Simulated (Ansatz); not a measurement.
Runs of Ansatz 0.2.0 on ZrN. Symmetry: Fm-3m, No. 225, cubic system. The conventional cell has a = 4.600 Å, b = 4.600 Å, c = 4.600 Å, α = 90.00°, β = 90.00°, γ = 90.00°. Zr (site symmetry m-3m) has 6 N at 2.30 Å as nearest neighbours. N (site symmetry m-3m) is surrounded by 6 Zr at 2.30 Å. 

```csv
task,level,spin,cell,k mesh,smearing,points for each segment of the path,mesh quality,gap on the mesh (eV),pressure (GPa)
relaxation of cell and atoms,HF,off,relaxed,5 × 5 × 5,fermi-dirac 0.05 eV,-,coarse,none,0.0
single point,PBEsol,off,as given,10 × 10 × 10,gaussian 0.1 eV,-,not flagged,none,(a)
single point,RPBE,off,as given,10 × 10 × 10,gaussian 0.05 eV,-,not flagged,none,2.9
band structure,LDA,"SOC, no magnetisation",as given,7 × 7 × 7,fermi-dirac 0.02 eV,14,not flagged,none,-12.5
single point,LDA,off,as given,10 × 10 × 10,gaussian 0.02 eV,-,not flagged,none,-12.7
```

Alike in all rows: potentials or basis Ansatz PAW; cutoff (eV) 420.

**Question.** Estimate the missing entries.

**Answer.** (a) -7.9.

Caveats: some runs use coarse meshes; the PAW data sets come from PBE, with cores solved anew for the run's functional, which leaves a small shift of forces and pressure; the plane-wave basis is chosen anew once the cell has moved, so the energies of steps on either side of that aren't comparable (some runs).

A k mesh can miss the band edges, and rows without SOC leave out spin-orbit coupling on Zr.

A gap of «none» marks a metal or a gap under the smearing width.
